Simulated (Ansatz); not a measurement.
# Static calculation, SnO2

System: SnO2 (dumbbells prototype, strained and with displaced atoms), 3 atoms in the cell.

Ansatz input (lattice in Å, positions in fractions of it; a bare `kind: paw` takes the build's default datasets)
```yaml
crystal:
  lattice:
    - [-2.694577, 0.126234, 2.847059]
    - [-0.028041, 2.784679, 2.945252]
    - [-2.786867, 2.778776, 0.033944]
  atoms:
    - { symbol: Sn, position: [0.736891, 0.703659, 0.217053] }
    - { symbol: O, position: [1.10524, 1.128204, 0.718129] }
    - { symbol: O, position: [1.287189, 1.308182, 0.829167] }
kpoints:
  mp_grid: { grid: [2, 2, 2], shift: [0.5, 0.5, 0.5] }
hamiltonian:
  xc: pbe
  pseudopotentials:
    kind: paw
    azcp:
      O: "pseudopotentials/pbe/paw/ansatz_paw_generated_soft_1/O.paw.azcp"
      Sn: "pseudopotentials/pbe/paw/ansatz_paw_generated_soft_1/Sn.paw.azcp"
scf:
  occupations: { method: fermi_dirac, width: 0.15 }
  convergence: { dr2_threshold: "1e-9 eV" }
  max_iter: 300
output:
  forces: true
  stress: true
  eigenvalues: true
```

All numbers below come from PBE, plane waves, PAW datasets (generated soft set 1) (Ansatz).

What the run gave

```
Plane-wave cutoff used : 420 eV
Pressure               : 61.2 kbar
Largest force          : 1.078 eV/Å on O3
Smearing term TS       : 3.1 meV/atom
Valence electrons      : 26
Irreducible k-points   : 4
CPU time               : roughly 2 core-seconds on a shared host
```

```csv
atom,Fx (eV/Å),Fy (eV/Å),Fz (eV/Å)
Sn1,-0.002,0.450,-0.097
O2,-0.214,0.558,0.413
O3,0.216,-1.009,-0.315
```

Stress tensor in GPa, compression positive:
```
 4.70  3.88  2.67
 3.88  9.00 -5.64
 2.67 -5.64  4.65
```

The stress includes the program's correction for the finite plane-wave basis.

The k-mesh is coarse, so these values belong to this mesh and can lie far from the converged ones. The elements were drawn onto a prototype; most such cells aren't known phases.
